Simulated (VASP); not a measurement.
Runs of VASP 6.6.1 on TiO2. Symmetry: P4_2/mnm, No. 136, tetragonal system. Conventional cell: a = 4.600 Å, b = 4.600 Å, c = 2.959 Å, α = 90.00°, β = 90.00°, γ = 90.00°. Ti (site symmetry mmm) has 6 O at 1.95 to 1.98 Å as nearest neighbours. O (site symmetry m2m) has 3 Ti at 1.95 to 1.98 Å as nearest neighbours. The cell is a database's computed one.

| level | gap on the mesh (eV) | pressure (GPa) | largest force (eV/Å) |
| --- | --- | --- | --- |
| LMBJ | 2.84 | - | - |
| TB-mBJ | 2.71 | - | - |
| revTPSS | (b) | (c) | 0.10 |
| MS2 | 2.21 | (a) | 0.02 |

Alike in all rows: task band structure; potentials or basis VASP PAW PBE potentials, release 64 (Ti_sv, O); no spin polarisation; cell as given; k mesh 6 × 6 × 9; cutoff (eV) 520; smearing fermi-dirac 0.05 eV.

Question: Fill in the values left out.

Answer: (a) 1.1; (b) 1.97; (c) 4.3.

Caveats: the PAW data sets were made with another functional, which shifts forces and pressure a little.

A k mesh can miss the band edges.

Runs at the PBE level aren't shown here.
